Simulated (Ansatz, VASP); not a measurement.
**Two plane-wave programs on Ta**

INCAR

```
SYSTEM = Ta
PREC = Accurate
ENCUT = 520
EDIFF = 1E-6
ISMEAR = 0
SIGMA = 0.15
LREAL = .FALSE.
LASPH = .TRUE.
NELM = 80
ALGO = Fast
ISIF = 2
LWAVE = .FALSE.
LCHARG = .FALSE.
GGA = PE
NBANDS = 12
```

Contents of KPOINTS:

```
Automatic mesh
0
G
  18 18 18
  0 0 0
```

Contents of POSCAR:

```
Ta
1.0
   -1.4769403763      1.6594835689      1.4105610336
    1.4769403763     -1.6594835689      1.4105610336
    1.4769403763      1.6594835689     -1.4105610336
Ta
1
Direct
    0.0000000000      0.0000000000      0.0000000000
```

Input for Ansatz:

```yaml
crystal:
  lattice:
    - [-1.4769403763, 1.6594835689, 1.4105610336]
    - [1.4769403763, -1.6594835689, 1.4105610336]
    - [1.4769403763, 1.6594835689, -1.4105610336]
  atoms:
    - { symbol: Ta, position: [0.0, 0.0, 0.0] }
basis:
  ecutwfc: 420
kpoints:
  mp_grid: { grid: [18, 18, 18] }
hamiltonian:
  xc: pbe
  pseudopotentials: { kind: paw, azcp: { folder: soft_1 } }
scf:
  occupations: { method: gaussian, width: 0.15 }
output:
  forces: true
  stress: true
  eigenvalues: true
```

Change from the starting cell: normal strain along x -0.1100, normal strain along z -0.1500.

Alike in both runs: task single point; functional PBE; k mesh 18 × 18 × 18; occupations gaussian, width 0.15 eV; no spin polarisation.

|  | VASP | Ansatz |
| --- | --- | --- |
| version | VASP 6.6.1 | Ansatz 0.2.0 |
| potentials or method | VASP PAW PBE potentials, release 64 (Ta_pv) | scalar-relativistic, plane waves, PAW |
| plane-wave cutoff (eV) | 520 | 420 |
| valence electrons in the cell | 11 | 13 |

Ansatz gave:

```
gap on the k mesh at the Fermi level (eV)       : none
pressure (GPa)                                  : 93.9
largest component of the traceless stress (GPa) : 20.06
```

Question: Which values does VASP return?

Answer: gap on the k mesh at the Fermi level (eV): none; pressure (GPa): 95.2; largest component of the traceless stress (GPa): 20.10.

A gap of «none» marks a metal or a gap that the smearing closes. The two sets of potentials don't hold the same shells in valence.

Caveats: the cell as given lies far from equilibrium; so large a pressure means that the cell lies far from this level's equilibrium, or that cutoff or potentials fall short (VASP). The runs have no spin-orbit coupling, so splittings on Ta are missing.
